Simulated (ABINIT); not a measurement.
## AlN (F-43m): a self-consistent loop beyond G0W0, cycle by cycle

How far does self-consistency move the gap of AlN (F-43m)?

Method: LDA and many-body steps on it, plane waves, in ABINIT 10.8.3.

### 1. The structure

It takes space group F-43m (No. 216, cubic). Conventional cell: a = 4.368 Å, b = 4.368 Å, c = 4.368 Å, α = 90.00°, β = 90.00°, γ = 90.00°. Nearest to Al lie 4 N at 1.89 Å. Nearest to N lie 4 Al at 1.89 Å. Farther neighbours and most contacts between anions are not listed.

The cell and positions are those that the Materials Project relaxed with its own functionals (PBE, PBE+U or r2SCAN), kept fixed. This is not the form that AlN usually takes at ambient conditions.

### 2. Empty states on the mesh, 6×6×6 mesh, 112 bands

This step: ABINIT 10.8.3; DFT, LDA, plane waves, norm-conserving pseudopotentials.

The sums over transitions need many empty states on a uniform mesh; this step solves for them.

The input, run.abi:

```
acell 3*1.0 Angstrom
rprim 
  -0.000000000000 2.183993559600 2.183993559600
  2.183993559600 -0.000000000000 2.183993559600
  2.183993559600 2.183993559600 -0.000000000000
ntypat 2
znucl 13 7
natom 2
typat 1 2
xred 
  0.000000000000 0.000000000000 0.000000000000
  0.750000000000 0.750000000000 0.750000000000
pp_dirpath "pseudos"
pseudos "Al.upf, N.upf"
ecut 36
ngkpt 6 6 6
nshiftk 1
shiftk 0 0 0
kptopt 1
chksymbreak 0
irdden 1
istwfk *1
nband 112
prtvol 0
optdriver 6
gwr_task "HDIAGO"
paral_kgb 0
occopt 1
indata_prefix "in"
outdata_prefix "out"
tmpdata_prefix "tmp"
```

Started as:

```sh
$ OMP_NUM_THREADS=1 mpirun -n 4 abinit run.abi > log
```

Output:

```text
.Version 10.8.3 of ABINIT. v10.8.2 released Aug 2026.

 Symmetries : space group F-4 3 m (#216); Bravais cF (face-center cubic)
[... echo of the input left out ...]
== DATASET  1 ==================================================================
-   mpi_nproc: 4, omp_nthreads: 1 (-1 if OMP is not activated)

--- !DatasetInfo
iteration_state: {dtset: 1, }
dimensions: {natom: 2, nkpt: 16, mband: 112, nsppol: 1, nspinor: 1, nspden: 1, mpw: 1464, }
cutoff_energies: {ecut:  36.0, pawecutdg:  -1.0, }
[...]
Indirect band gap semiconductor
 Fundamental gap:     3.259 (eV)
   VBM:     5.508 (eV) at k: [ 0.0000E+00,  0.0000E+00,  0.0000E+00]
   CBM:     8.767 (eV) at k: [ 5.0000E-01,  5.0000E-01,  0.0000E+00]
 Direct gap:         4.243 (eV) at k: [ 0.0000E+00,  0.0000E+00,  0.0000E+00]

== END DATASET(S) ==============================================================
================================================================================

 -outvars: echo values of variables after computation  --------
           etotal      0.0000000000E+00
            nband         112
             nkpt          16
          spgroup         216
 [... the other variables as echoed above ...]

 Calculation completed.
```

Elapsed: 11 s, on 4 MPI ranks of Arm Neoverse V2, shared host; peak memory 0.71 GiB.

Numbers from this step:

```yaml
gap: 3.259 eV
k_of_the_valence_top: 0, 0, 0
k_of_the_conduction_bottom: 0.5, 0.5, 0
least_direct_gap: 4.243 eV
k_points_computed: 16
lowest_point_of_the_top_converged_band_above_the_valence_top: 146.1296 eV
```

On this mesh the gap is 3.259 eV.

The density comes from a self-consistent run that is not shown.

### 3. Screening, 6×6×6 mesh, 104 bands, screening to 244.9 eV

The RPA dielectric matrix is built and inverted for each q.

This step: RPA screening on LDA, plane waves, norm-conserving pseudopotentials.

Edit run.abi of step 2 so:

```diff
@@ -20,10 +20,11 @@
 chksymbreak 0
-irdden 1
 istwfk *1
-nband 112
-prtvol 0
-optdriver 6
-gwr_task "HDIAGO"
-paral_kgb 0
 occopt 1
+irdwfk 1
+optdriver 3
+nband 104
+ecuteps 9
+inclvkb 2
+awtr 1
+symchi 1
 indata_prefix "in"
```

Output:

```text
.Version 10.8.3 of ABINIT. v10.8.2 released Aug 2026.

 Symmetries : space group F-4 3 m (#216); Bravais cF (face-center cubic)
[... echo of the input left out ...]
== DATASET  1 ==================================================================
-   mpi_nproc: 4, omp_nthreads: 1 (-1 if OMP is not activated)

--- !DatasetInfo
iteration_state: {dtset: 1, }
dimensions: {natom: 2, nkpt: 16, mband: 104, nsppol: 1, nspinor: 1, nspden: 1, mpw: 1464, }
cutoff_energies: {ecut:  36.0, pawecutdg:  -1.0, }
electrons: {nelect:   8.00000000E+00, charge:   0.00000000E+00, occopt:   1.00000000E+00, tsmear:   1.00000000E-02, }

 SCREENING: Calculation of the susceptibility and dielectric matrices

 Based on a program developped by R.W. Godby, V. Olevano, G. Onida, and L. Reining.
 Incorporated in ABINIT by V. Olevano, G.-M. Rignanese, and M. Torrent.
.Using double precision arithmetic ; gwpc =  8

[... cell and pseudopotentials left out ...]
--------------------------------------------------------------------------------

 ==== K-mesh for the wavefunctions ====
 Number of points in the irreducible wedge :    16
[... list of points left out ...]
 Together with 24 symmetry operations and time-reversal symmetry
 yields   216 points in the full Brillouin Zone.

 ==== Q-mesh for the screening function ====
 Number of points in the irreducible wedge :    16
[... list of points left out ...]
 Together with 24 symmetry operations and time-reversal symmetry
 yields   216 points in the full Brillouin Zone.

 setmesh: FFT mesh size selected  =    24x   24x   24
          total number of points  =        13824

 vcoul_init : cutoff-mode = AUXILIARY_FUNCTION
 q-points for optical limit:   1
     1)      0.000010    0.000020    0.000030

- screening: taking advantage of time-reversal symmetry
- Maximum band index for partially occupied states nbvw = 4
- Remaining bands to be divided among processors   nbcw = 100
- Number of bands treated by each node ~25

 Number of electrons calculated from density =    8.0000; Expected =    8.0000
 average of density, n =  0.056900
 r_s =    1.6129
 omega_plasma =   23.0097 [eV]

 calculating chi0 at frequencies [eV] :
  1    0.000000E+00    0.000000E+00
  2    0.000000E+00    2.300966E+01

--------------------------------------------------------------------------------
  q-point number  1        q = ( 0.000000, 0.000000, 0.000000) [r.l.u.]
--------------------------------------------------------------------------------
[... chi0 elements left out ...]
 For q-point:  0.000010 0.000020 0.000030
  dielectric constant =   4.4078
  dielectric constant without local fields =   4.8535

  Average fulfillment of the sum rule on Im[epsilon] for q-point    1 :     89.29  [%]
[... wings left out ...]
  q-point number  2        q = ( 0.166667, 0.000000, 0.000000) [r.l.u.]
--------------------------------------------------------------------------------
[... chi0 elements left out ...]
  Average fulfillment of the sum rule on Im[epsilon] for q-point    2 :     95.88  [%]

 [... 14 further q-points ...]
```

Run time: 34 s. Hardware: 4 MPI ranks; peak memory 0.76 GiB.

Numbers from this step:

- ε∞ with local fields, on this mesh, along the program's q direction: 4.408
- the same without local fields: 4.854
- plasma frequency: 23.01 eV
- plane waves in the screening matrix: 169

Local fields lower ε∞ by 9 %.

### 4. G0W0

The self-energy is evaluated for the states that the input lists, and the levels follow from it, in one-shot runs by the linearised quasiparticle equation.

This step: G0W0 on LDA, plane waves, norm-conserving pseudopotentials.

Edit run.abi of step 3 so:

```diff
@@ -23,8 +23,19 @@
 irdwfk 1
-optdriver 3
+optdriver 4
 nband 104
+gwcalctyp 0
+ecutsigx 36
+symsigma 1
+nkptgw 3
+kptgw 
+  0.0000000000 0.0000000000 0.0000000000
+  0.5000000000 0.5000000000 0.0000000000
+  0.5000000000 0.0000000000 0.0000000000
+bdgw 
+  2 8
+  3 6
+  3 6
 ecuteps 9
-inclvkb 2
-awtr 1
-symchi 1
+irdscr 1
+ppmodel 1
 indata_prefix "in"
```

Output:

```text
.Version 10.8.3 of ABINIT. v10.8.2 released Aug 2026.

 Symmetries : space group F-4 3 m (#216); Bravais cF (face-center cubic)
[... echo of the input left out ...]
== DATASET  1 ==================================================================
-   mpi_nproc: 4, omp_nthreads: 1 (-1 if OMP is not activated)

--- !DatasetInfo
iteration_state: {dtset: 1, }
dimensions: {natom: 2, nkpt: 16, mband: 104, nsppol: 1, nspinor: 1, nspden: 1, mpw: 1464, }
cutoff_energies: {ecut:  36.0, pawecutdg:  -1.0, }
electrons: {nelect:   8.00000000E+00, charge:   0.00000000E+00, occopt:   1.00000000E+00, tsmear:   1.00000000E-02, }

 SIGMA: Calculation of the GW corrections

 Based on a program developped by R.W. Godby, V. Olevano, G. Onida, and L. Reining.
 Incorporated in ABINIT by V. Olevano, G.-M. Rignanese, and M. Torrent.
.Using double precision arithmetic ; gwpc =  8

[... cell and pseudopotentials left out ...]
--------------------------------------------------------------------------------

 ==== K-mesh for the wavefunctions ====
 Number of points in the irreducible wedge :    16
[... list of points left out ...]
 Together with 24 symmetry operations and time-reversal symmetry
 yields   216 points in the full Brillouin Zone.

 ==== Q-mesh for screening function ====
 Number of points in the irreducible wedge :    16
[... list of points left out ...]
 Together with 24 symmetry operations and time-reversal symmetry
 yields   216 points in the full Brillouin Zone.

 vcoul_init : cutoff-mode = AUXILIARY_FUNCTION
 q-points for optical limit:   1
     1)      0.000010    0.000020    0.000030
 setmesh: FFT mesh size selected  =    32x   32x   32
          total number of points  =        32768

 Number of electrons calculated from density =    8.0000; Expected =    8.0000
 average of density, n =  0.056900
 r_s =    1.6129
 omega_plasma =   23.0097 [eV]

 === KS Band Gaps ===
  >>>> For spin  1
   Minimum direct gap =   4.2434 [eV], located at k-point      :   0.0000  0.0000  0.0000
   Fundamental gap    =   3.2588 [eV], Top of valence bands at :   0.0000  0.0000  0.0000
                                       Bottom of conduction at :   0.5000  0.5000  0.0000
 SIGMA fundamental parameters:
 PLASMON POLE MODEL  1
 number of plane-waves for SigmaX                 1459
 number of plane-waves for SigmaC and W            169
 number of plane-waves for wavefunctions          1459
 number of bands                                   104
 number of independent spin polarizations            1
 number of spinorial components                      1
 number of k-points in IBZ                          16
 number of q-points in IBZ                          16
 number of symmetry operations                      24
 number of k-points in BZ                          216
 number of q-points in BZ                          216
 number of frequencies for dSigma/dE                 9
 frequency step for dSigma/dE [eV]                0.25
 number of omega for Sigma on real axis              0
 max omega for Sigma on real axis  [eV]           0.00
 zcut for avoiding poles [eV]                     0.10

 EPSILON^-1 parameters (SCR file):
 dimension of the eps^-1 matrix on file            169
 dimension of the eps^-1 matrix used               169
 number of plane-waves for wavefunctions          1459
 number of bands                                   104
 number of q-points in IBZ                          16
 number of frequencies                               2
 number of real frequencies                          1
 number of imag frequencies                          1

 matrix elements of self-energy operator (all in [eV])

 Perturbative Calculation

--- !SelfEnergy_ee
iteration_state: {dtset: 1, }
kpoint     : [   0.000,    0.000,    0.000, ]
spin       : 1
KS_gap     :    4.243
QP_gap     :    5.797
Delta_QP_KS:    1.554
data: !SigmaeeData |
     Band     E0 <VxcDFT>   SigX SigC(E0)      Z dSigC/dE  Sig(E)    E-E0       E
        2   5.508 -16.793 -20.942   2.942   0.784  -0.276 -17.739  -0.946   4.562
        3   5.508 -16.793 -20.942   2.942   0.784  -0.276 -17.739  -0.946   4.562
        4   5.508 -16.793 -20.942   2.942   0.784  -0.276 -17.739  -0.946   4.562
        5   9.752 -12.739  -8.149  -3.843   0.813  -0.230 -12.132   0.608  10.359
        6  17.867 -10.150  -4.112  -5.103   0.814  -0.228  -9.389   0.761  18.628
        7  17.867 -10.150  -4.112  -5.103   0.814  -0.228  -9.389   0.761  18.628
[...]
--- !SelfEnergy_ee
iteration_state: {dtset: 1, }
kpoint     : [   0.500,    0.500,    0.000, ]
spin       : 1
KS_gap     :    5.055
QP_gap     :    6.770
Delta_QP_KS:    1.716
data: !SigmaeeData |
     Band     E0 <VxcDFT>   SigX SigC(E0)      Z dSigC/dE  Sig(E)    E-E0       E
[...]
--- !SelfEnergy_ee
iteration_state: {dtset: 1, }
kpoint     : [   0.500,    0.000,    0.000, ]
spin       : 1
KS_gap     :    7.770
QP_gap     :    9.533
Delta_QP_KS:    1.763
data: !SigmaeeData |
     Band     E0 <VxcDFT>   SigX SigC(E0)      Z dSigC/dE  Sig(E)    E-E0       E
[...]
4   5.021 -16.447 -20.801   3.057   0.783  -0.277 -17.463  -1.016   4.005
        5  12.791 -11.276  -5.944  -4.424   0.822  -0.216 -10.529   0.747  13.538
        6  15.275 -13.397  -6.822  -5.246   0.784  -0.276 -12.355   1.042  16.316

== END DATASET(S) ==============================================================
================================================================================

 -outvars: echo values of variables after computation  --------
           etotal      0.0000000000E+00
            nband         104
             nkpt          16
          spgroup         216
 [... the other variables as echoed above ...]

 Calculation completed.
```

The job ended after 13 s (4 MPI ranks; peak memory 0.84 GiB).

This step gave:

| Item | Value |
| --- | --- |
| G0W0 gap on the points computed | 4.750 eV |
| starting gap on the mesh | 3.259 eV |
| k of the valence top | 0, 0, 0 |
| k of the conduction bottom | 0.5, 0.5, 0 |
| Z at the valence top | 0.784 |
| Z at the conduction bottom | 0.834 |
| least direct G0W0 gap on the computed points | 5.797 eV |

The gap on the mesh goes from 3.26 eV to 4.75 eV, a correction of +1.49 eV.

### 5. evGW0, cycle 1

This step: evGW0 on LDA, plane waves, norm-conserving pseudopotentials.

Edit run.abi of step 4 so:

```diff
@@ -25,14 +25,40 @@
 nband 104
-gwcalctyp 0
+gwcalctyp 10
 ecutsigx 36
 symsigma 1
-nkptgw 3
+nkptgw 16
 kptgw 
   0.0000000000 0.0000000000 0.0000000000
+  0.1666666667 0.0000000000 0.0000000000
+  0.3333333333 0.0000000000 0.0000000000
+  0.5000000000 0.0000000000 0.0000000000
+  0.1666666667 0.1666666667 0.0000000000
+  0.3333333333 0.1666666667 0.0000000000
+  0.5000000000 0.1666666667 0.0000000000
+  -0.3333333333 0.1666666667 0.0000000000
+  -0.1666666667 0.1666666667 0.0000000000
+  0.3333333333 0.3333333333 0.0000000000
+  0.5000000000 0.3333333333 0.0000000000
+  -0.3333333333 0.3333333333 0.0000000000
   0.5000000000 0.5000000000 0.0000000000
-  0.5000000000 0.0000000000 0.0000000000
+  0.5000000000 0.3333333333 0.1666666667
+  -0.3333333333 0.3333333333 0.1666666667
+  -0.3333333333 0.5000000000 0.1666666667
 bdgw 
-  2 8
-  3 6
-  3 6
+  1 13
+  1 13
+  1 13
+  1 13
+  1 13
+  1 13
+  1 13
+  1 13
+  1 13
+  1 13
+  1 13
+  1 13
+  1 13
+  1 13
+  1 13
+  1 13
 ecuteps 9
```

Output:

```text
.Version 10.8.3 of ABINIT. v10.8.2 released Aug 2026.

 Symmetries : space group F-4 3 m (#216); Bravais cF (face-center cubic)
[... echo of the input left out ...]
== DATASET  1 ==================================================================
-   mpi_nproc: 4, omp_nthreads: 1 (-1 if OMP is not activated)

--- !DatasetInfo
iteration_state: {dtset: 1, }
dimensions: {natom: 2, nkpt: 16, mband: 104, nsppol: 1, nspinor: 1, nspden: 1, mpw: 1464, }
cutoff_energies: {ecut:  36.0, pawecutdg:  -1.0, }
electrons: {nelect:   8.00000000E+00, charge:   0.00000000E+00, occopt:   1.00000000E+00, tsmear:   1.00000000E-02, }

 SIGMA: Calculation of the GW corrections

 Based on a program developped by R.W. Godby, V. Olevano, G. Onida, and L. Reining.
 Incorporated in ABINIT by V. Olevano, G.-M. Rignanese, and M. Torrent.
.Using double precision arithmetic ; gwpc =  8

[... cell and pseudopotentials left out ...]
--------------------------------------------------------------------------------

 ==== K-mesh for the wavefunctions ====
 Number of points in the irreducible wedge :    16
[... list of points left out ...]
 Together with 24 symmetry operations and time-reversal symmetry
 yields   216 points in the full Brillouin Zone.

 ==== Q-mesh for screening function ====
 Number of points in the irreducible wedge :    16
[... list of points left out ...]
 Together with 24 symmetry operations and time-reversal symmetry
 yields   216 points in the full Brillouin Zone.

 vcoul_init : cutoff-mode = AUXILIARY_FUNCTION
 q-points for optical limit:   1
     1)      0.000010    0.000020    0.000030
 setmesh: FFT mesh size selected  =    32x   32x   32
          total number of points  =        32768

 Number of electrons calculated from density =    8.0000; Expected =    8.0000
[...]
QP_gap     :   10.024
Delta_QP_KS:    1.934
data: !SigmaeeData |
     Band     E_DFT   <VxcDFT>   E(N-1)  <Hhartree>   SigX  SigC[E(N-1)]    Z     dSigC/dE  Sig[E(N)]  DeltaE  E(N)_pert E(N)_diago
[...]
--- !SelfEnergy_ee
iteration_state: {dtset: 1, }
kpoint     : [  -0.333,    0.500,    0.167, ]
spin       : 1
KS_gap     :    7.722
QP_gap     :    9.621
Delta_QP_KS:    1.899
data: !SigmaeeData |
     Band     E_DFT   <VxcDFT>   E(N-1)  <Hhartree>   SigX  SigC[E(N-1)]    Z     dSigC/dE  Sig[E(N)]  DeltaE  E(N)_pert E(N)_diago
[...]
12    31.087   -12.194    31.087    43.281    -4.190    -7.333     0.672    -0.487   -11.743     0.451    31.538    31.758
       13    33.257   -10.807    33.257    44.064    -2.655    -7.874     0.649    -0.540   -10.627     0.180    33.437    33.535

 New Fermi energy :        2.521329E-01 Ha ,    6.860886E+00 eV
 New Exchange energy :    -3.127687E+00 Ha ,   -8.510869E+01 eV

 === QP Band Gaps ===
  >>>> For spin  1
   Minimum direct gap =   6.1979 [eV], located at k-point      :   0.0000  0.0000  0.0000
   Fundamental gap    =   5.1190 [eV], Top of valence bands at :   0.0000  0.0000  0.0000
                                       Bottom of conduction at :   0.5000  0.5000  0.0000

 writing QP data on file : out_QPS

 Convergence of QP corrections
 >>>>> For spin  1 <<<<<
.  kptgw no:  1; Maximum DeltaE = (  -1.250   0.009) for band index:  1
.  kptgw no:  2; Maximum DeltaE = (  -1.249   0.018) for band index:  1
.  kptgw no:  3; Maximum DeltaE = (  -1.330   0.012) for band index:  1
[...]
.  kptgw no: 15; Maximum DeltaE = (  -1.398   0.001) for band index:  1
.  kptgw no: 16; Maximum DeltaE = (  -1.406   0.005) for band index:  1

== END DATASET(S) ==============================================================
================================================================================

 -outvars: echo values of variables after computation  --------
           etotal      0.0000000000E+00
            nband         104
             nkpt          16
          spgroup         216
 [... the other variables as echoed above ...]

 Calculation completed.
```

Wall time 8.6 min (4 MPI ranks); peak memory 0.99 GiB.

Numbers from this step:

```yaml
quasiparticle_gap_on_the_mesh: 5.119 eV
gap_of_the_density_functional_on_the_mesh: 3.259 eV
k_of_the_valence_top: 0, 0, 0
k_of_the_conduction_bottom: 0.5, 0.5, 0
z_at_the_valence_top: 0.784
z_at_the_conduction_bottom: 0.834
least_direct_quasiparticle_gap_on_the_computed_points: 6.198 eV
```

Against G0W0 in ABINIT (6×6×6 mesh, 104 bands, screening to 244.9 eV, Godby-Needs plasmon pole), the gap moves by +0.369 eV. This first cycle still uses the starting levels; it takes the full correction, at all points of the mesh, and its linearised value is 4.750 eV.

### 6. evGW0, cycle 2

The corrected levels of the last cycle go back in.

Edit run.abi of step 5 so:

```diff
@@ -66,2 +66,3 @@
 ppmodel 1
+irdqps 1
 indata_prefix "in"
```

Output:

```text
.Version 10.8.3 of ABINIT. v10.8.2 released Aug 2026.

 Symmetries : space group F-4 3 m (#216); Bravais cF (face-center cubic)
[... echo of the input left out ...]
== DATASET  1 ==================================================================
-   mpi_nproc: 4, omp_nthreads: 1 (-1 if OMP is not activated)

--- !DatasetInfo
iteration_state: {dtset: 1, }
dimensions: {natom: 2, nkpt: 16, mband: 104, nsppol: 1, nspinor: 1, nspden: 1, mpw: 1464, }
cutoff_energies: {ecut:  36.0, pawecutdg:  -1.0, }
[...]
.  kptgw no:  3; Maximum DeltaE = (   0.123   0.039) for band index:  1
[...]
.  kptgw no: 15; Maximum DeltaE = (  -0.115  -0.000) for band index:  7
.  kptgw no: 16; Maximum DeltaE = (   0.202  -0.009) for band index: 13

== END DATASET(S) ==============================================================
================================================================================

 -outvars: echo values of variables after computation  --------
           etotal      0.0000000000E+00
            nband         104
             nkpt          16
          spgroup         216
 [... the other variables as echoed above ...]

 Calculation completed.
```

The job ended after 8.6 min (4 MPI ranks; peak memory 0.99 GiB; 34 min of CPU time).

Numbers from this step:

* quasiparticle gap on the mesh: 5.019 eV
* gap of the density functional on the mesh: 3.259 eV
* k of the valence top: 0, 0, 0
* k of the conduction bottom: 0.5, 0.5, 0
* least direct quasiparticle gap on the computed points: 6.062 eV

Against the cycle before, the gap moves by −0.100 eV.

(Continued in part 2 of 3.)

[Paths, hosts, dates, memory and timing lines, banners, echoed tables and standing remarks are left out of the program output.]

[Logs are printed without paths, hosts, clocks, repeated set-up lines and the standing remarks that a program may print on its own settings, such as how far it seeks lower states.]

[Runs of the session that timed out or met a known fault of the program may be left out.]

[Hosts, paths, dates, database ids (printed as entryN), source tags and the programs' standing remarks are cut or masked in the printed files.]

[G0W0 gaps are taken among the corrected bands and points alone; a level outside them can change the order at an edge.]

[Where Ansatz stands beside ABINIT at settings called matched, ABINIT's density can come from a denser mesh and the files from another edition; pairs whose starting gaps differed by over 0.03 eV were left out, so agreement reads better than it is.]
